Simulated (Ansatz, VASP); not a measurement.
# ZnS: VASP beside Ansatz

One calculation is typed for both programs; each brings its own data sets. How far apart do they land? The cell is taken from a series of runs on this material, whose earlier steps may have relaxed, scaled, displaced or heated it; both programs get it as it stands.

Program: Ansatz 0.2.0. Level of theory: plane waves, with VASP 6.6.1 beside it; zone-centre phonons at LDA. Results are calculated unless marked as measured.

## Step 1: The starting structure

The structure is tetragonal, space group I-4m2 (No. 119). The conventional cell has a = 3.895 Å, b = 3.895 Å, c = 5.028 Å, α = 90.00°, β = 90.00°, γ = 90.00°. S has 4 Zn at 2.32 Å nearest. Zn has 4 S at 2.32 Å nearest. Farther neighbours and most contacts between anions are not listed.

## Step 2: Ansatz: zone-centre phonons, LDA

Ansatz runs on its PAW soft_1 files.

Second derivatives magnify differences that forces hide, and they need a tight electronic threshold.

Input file input.yaml:

```yaml
crystal:
  lattice:
    - [0.0, 2.7542920847, 2.5140620817]
    - [2.7542920847, 0.0, 2.5140620817]
    - [2.7542920847, 2.7542920847, 0.0]
  atoms:
    - { symbol: S, position: [0.0, 0.0, 0.0] }
    - { symbol: Zn, position: [0.75, 0.75, 0.75] }
kpoints:
  mp_grid: { grid: [12, 12, 12] }
hamiltonian:
  xc: lda
  pseudopotentials: { kind: paw, azcp: { folder: soft_1 }, xc_functional: pbe }
scf:
  occupations: { method: fixed }
output:
  eigenvalues: true
phonons:
  method: dfpt
  dielectric: true
  rigid_motions: translations
```

The run is started by

```console
> ansatz run input.yaml --threads 4 --pin off --max-ram 10240MiB --backend cpu --events-out ev --progress --plain --runs-dir out
```

Numbers of over 12 decimals in the logs are rounded to 6 here.

Log:

```text
Engine: ansatz 0.2.0, aarch64-unknown-linux-gnu
Pseudopotentials: kind: paw
Pseudopotential: S, paw, valence charge 6, recommended cutoff 420 eV (normal), soft_1/S.paw.azcp
Pseudopotential: Zn, paw, valence charge 12, recommended cutoff 420 eV (normal), soft_1/Zn.paw.azcp
Functional definition: SPW92
  exchange = slater_x
  correlation = pw_c
Crystal: 2 atoms, lattice volume = 38.144 Å³
Basis set: ecut = 420 eV, 733 PW (Γ), exchange–correlation on 54×54×54 points (8 copies of the dense FFT grid, shifted against one another)
Bands: 13, of which v1, the nominal top of the filled ones, is band 9 counted from 1 (8 counted from 0)
Symmetry: 8 space group operations
k-points: 868 of 1728 (irreducible under 1 space group operation, time reversal used)
Non-local potential: S, projectors of the file, l = 0: 2, l = 1: 2, l = 2: 1
Non-local potential: Zn, projectors of the file, l = 0: 2, l = 1: 2, l = 2: 3, l = 3: 1
PAW form: soft (Blöchl's): semilocal exchange-correlation on the pseudo side does not see the compensation charge
PAW frozen core: S, regenerated for the run's functional, and the local potential with it (the file was generated under x = pbe(κ = 0.804, μ = 0.219515), c = pbe(β = 0.066725))
PAW frozen core: Zn, regenerated for the run's functional, and the local potential with it (the file was generated under x = pbe(κ = 0.804, μ = 0.219515), c = pbe(β = 0.066725))
PAW one-centre angular grid: S, 110 points (default); XC on 64 Gauss nodes
PAW one-centre angular grid: Zn, 590 points (default); XC on 64 Gauss nodes
Initial density: superposition of atomic densities (chi_scale 0.1, normalization cell, long waves kept (reshape's long-wave potential 0.00 eV rms))
Initial wavefunctions: pseudopotential atomic-orbital guess
Functional: x = slater, c = lda
SCF iter   1: F=—  HF=-4117.511260 eV  |F-HF|=—  |Δ(HF+E_count)|=         —  Δρ=3.82e-2  dr2=3.37e-1  ethr=3.10e-3  ⟨swp⟩=5.1  Hψ=67615  notcnv=0  defer=1701
preconditioner: auto → none  [insulator: Δε(μ)=2.049 eV  Ē_g=12.645 eV  n_scr=12 (ndim 8)  ℏωp=25.5 eV  f_vac=0.000  ε∞_Penn≈5.1]
SCF iter   2: F=—  HF=-4117.425002 eV  |F-HF|=—  |Δ(HF+E_count)|=   8.63e-2  Δρ=1.43e-2  dr2=4.11e-2  ethr=1.87e-3  ⟨swp⟩=2.0  Hψ=26763  notcnv=0  defer=1706
SCF iter   3: F=—  HF=-4117.412984 eV  |F-HF|=—  |Δ(HF+E_count)|=   1.20e-2  Δρ=9.60e-3  dr2=1.72e-2  ethr=2.28e-4  ⟨swp⟩=2.0  Hψ=19978  notcnv=0  defer=1722
SCF iter   4: F=—  HF=-4117.408453 eV  |F-HF|=—  |Δ(HF+E_count)|=   4.53e-3  Δρ=2.23e-3  dr2=1.28e-3  ethr=9.53e-5  ⟨swp⟩=2.0  Hψ=26908  notcnv=0  defer=1734
SCF iter   5: F=—  HF=-4117.408299 eV  |F-HF|=—  |Δ(HF+E_count)|=   1.54e-4  Δρ=6.17e-4  dr2=8.16e-5  ethr=7.08e-6  ⟨swp⟩=2.2  Hψ=18959  notcnv=0  defer=1735
SCF iter   6: F=—  HF=-4117.408315 eV  |F-HF|=—  |Δ(HF+E_count)|=   1.57e-5  Δρ=1.15e-4  dr2=2.21e-6  ethr=4.53e-7  ⟨swp⟩=2.4  Hψ=19186  notcnv=0  defer=3
SCF iter   7: F=—  HF=-4117.408314 eV  |F-HF|=—  |Δ(HF+E_count)|=   3.52e-7  Δρ=1.63e-5  dr2=4.92e-8  ethr=1.23e-8  ⟨swp⟩=2.0  Hψ=16933  notcnv=0
SCF iter   8: F=—  HF=-4117.408314 eV  |F-HF|=—  |Δ(HF+E_count)|=   2.30e-8  Δρ=9.49e-7  dr2=1.88e-10  ethr=2.73e-10  ⟨swp⟩=2.0  Hψ=18255  notcnv=0
SCF iter   9: F=-4117.408314 eV  HF=-4117.408314 eV  |F-HF|=3.82e-11  |Δ(HF+E_count)|=  1.22e-10  Δρ=2.60e-7  dr2=1.09e-11  ethr=1.00e-12  ⟨swp⟩=9.0  Hψ=82433  notcnv=0
SCF 1 converged in 9 iterations: F = -4117.408314 eV  dr2 = 1.09e-11
  greatest PAW one-centre occupation: 0.983 electrons in one spin orbital (limit 2), on the Zn atom at site 1 (counted from 0), in its partial waves of l = 2
NSCF: frozen V_eff on 3 k-points
DFPT response loops at Γ: preconditioner auto → none (the input reference at scf.mixing.eps_inf says where Resta's filter doesn't serve); β = 0.50; Broyden in place of MSR1
── the response to a field inside a basis, on 12×12×12 k-points: an SCF that follows is theirs, and a resumed run solves both again ──
Bands: 10, of which v1, the nominal top of the filled ones, is band 9 counted from 1 (8 counted from 0)
k-points: 468 of 1728 (irreducible under 2 space group operations, time reversal used)
Initial density: handed on by an earlier stage of this run
Initial wavefunctions: pseudopotential atomic-orbital guess (no wavefunctions were taken with the density)
Eigensolver: Dense (468 Hₖ)
SCF iter   1: F=—  HF=-4117.408696 eV  |F-HF|=—  |Δ(HF+E_count)|=         —  Δρ=2.38e-4  dr2=5.05e-6  ethr=1.00e-1
preconditioner: auto → none  [insulator: Δε(μ)=2.015 eV  Ē_g=9.915 eV  n_scr=12 (ndim 8)  ℏωp=25.5 eV  f_vac=0.013  ε∞_Penn≈7.6]
SCF iter   2: F=—  HF=-4117.408696 eV  |F-HF|=—  |Δ(HF+E_count)|=   5.18e-7  Δρ=2.13e-4  dr2=6.70e-6  ethr=2.81e-8
SCF iter   3: F=—  HF=-4117.408699 eV  |F-HF|=—  |Δ(HF+E_count)|=   3.09e-6  Δρ=1.72e-4  dr2=6.64e-6  ethr=2.81e-8
SCF iter   4: F=-4117.408695 eV  HF=-4117.408695 eV  |F-HF|=2.59e-9  |Δ(HF+E_count)|=   3.28e-6  Δρ=7.16e-6  dr2=8.23e-9  ethr=2.81e-8
SCF 1 converged in 4 iterations: F = -4117.408695 eV  dr2 = 8.23e-9
DFPT response loops at Γ: mixed as the last ones told, above
SCF converged after 9 iterations
Free energy (F): -4117.408314 eV
Harris-Foulkes:  -4117.408314 eV  (|F-HF|=3.82e-11)
Internal energy: -4117.408314 eV  (E = F + TS)
E sigma→0 (E₀):  -4117.408314 eV
Fermi energy:    6.109547 eV
--- Per-component energies (eV) ---
  E_band       = 3.927182
  E_kinetic    = 254.797405
  E_local      = -2247.676219  (includes V_loc(G=0)·N_el)
  E_nonlocal   = 857.602298
  E_hartree    = 853.373798
  E_xc         = -166.359898
  E_vxc        = -135.109260  (∫ρ·V_xc dr)
  E_paw        = -2401.985018  (= ΣΔE_a)
  E_vpaw       = -432.434203  (= ΣTr[D̂ρ^β])
  E_aug_tail   = -0.000263  (compensation charges beyond the density's cutoff)
  E_ewald      = -1268.870758
  E_core_change = 1.710341  (= ΣΔE_core)
  E_smearing   = -0.000000  (= −TS)
  E_closure    = 0.000000  (closes the sum)
  Σ components = -4117.408314   (vs F -4117.408314, Δ=0.00e0)
--- Band table (eV; the first three rows and the last of 868) ---
  k-point 0: bands = [... 5 lower, -0.1517, 5.8295, 5.8295, 6.1095, 7.9084, 12.1866, 12.1866, 12.1955]
  k-point 1: bands = [... 5 lower, -0.1539, 5.2726, 5.7441, 5.9728, 8.4079, 12.0497, 12.2966, 12.3733]
  k-point 2: bands = [... 5 lower, -0.1584, 4.1392, 5.5252, 5.8016, 9.0530, 12.0277, 12.5119, 12.7776]
  k-point 867: bands = [... 5 lower, 0.0432, 0.3763, 4.7680, 5.2491, 8.9711, 12.2946, 13.2361, 14.7247]
--- Phonons (Γ-DFPT): 4 representative perturbations + reference, on 868 of 1728 k-points (Σ response iterations 12) ---
  k mesh reduced under 1 symmetry operation, with k and −k counted as one. Each operation leaves every solved perturbation unchanged. A smaller set is not considered because the run solves the response to a homogeneous field
  ASR residual: 2.174e-4 → 0.000e0 eV/Å²; symmetrization residual: 3.774e-6 eV/Å²
  ASR residual per site (eV/Å²): 1.22e-5 2.17e-4
  Γ frequencies (cm⁻¹): 0.00 0.00 0.00 268.02 277.52 277.52
  ε∞ (high-frequency dielectric tensor):
        6.377934     0.000000     0.000000
        0.000000     6.377934     0.000000
        0.000000     0.000000     6.011131
  ε⁰ (static dielectric tensor: ions relaxed, cell fixed):
        9.589721     0.000000    -0.000000
        0.000000     9.589721     0.000000
       -0.000000     0.000000     8.700325
  ε⁰ − ε∞ (ionic part):
        3.211787     0.000000    -0.000000
        0.000000     3.211787     0.000000
       -0.000000     0.000000     2.689194
  softest optical mode at Γ: 268.02 cm⁻¹; the repairs (sum rule, projections) moved no ω² at Γ by more than (1.05 cm⁻¹)²
  Born effective charges Z* (e; rows j = field, columns β = displacement):
    site 0:
        -2.03098    0.00000   -0.00000
         0.00000   -2.03098   -0.00000
         0.00000   -0.00000   -1.79478
    site 1:
         2.03098    0.00000    0.00000
         0.00000    2.03098    0.00000
        -0.00000    0.00000    1.79478
  Z* charge neutrality: 2.523e-4 e pre-enforcement
  solved inside a basis spanned on kpoints, on 12×12×12 k-points, its susceptibility summed on 16×16×16: ε∞ is read to err by 1.7e-2, Z* by 1.3e-2 e (field_mesh: kpoints solves on kpoints); Z* is corrected for what the basis lacks
  optical modes at Γ without the LO–TO term, one row a degenerate level:
      ω (cm⁻¹)  modes    IR ((D/Å)²/amu)
        268.02      1             3.4547
        277.52      2             8.8477
  optical modes at Γ + LO–TO along q̂ = [1.0000, 0.0000, 0.0000]:
      ω (cm⁻¹)  modes    IR ((D/Å)²/amu)
        268.02      1             3.4547
        277.52      1             4.4239
        340.30      1             4.4239
  optical modes at Γ + LO–TO along q̂ = [0.0000, 1.0000, 0.0000]:
      ω (cm⁻¹)  modes    IR ((D/Å)²/amu)
        268.02      1             3.4547
        277.52      1             4.4239
        340.30      1             4.4239
  optical modes at Γ + LO–TO along q̂ = [0.0000, 0.0000, 1.0000]:
      ω (cm⁻¹)  modes    IR ((D/Å)²/amu)
        277.52      2             8.8477
        322.44      1             3.4547
```

(Part 1 of 2 ends here.)

[Lines on the potential files, build, host, timing and source positions are cut from VASP's logs without a mark.]

[Logs are printed without paths, hosts, clocks, repeated set-up lines and the standing remarks that a program may print on its own settings, such as how far it seeks lower states.]

[Hosts, paths, dates, database ids (printed as entryN), source tags and the programs' standing remarks are cut or masked in the printed files.]
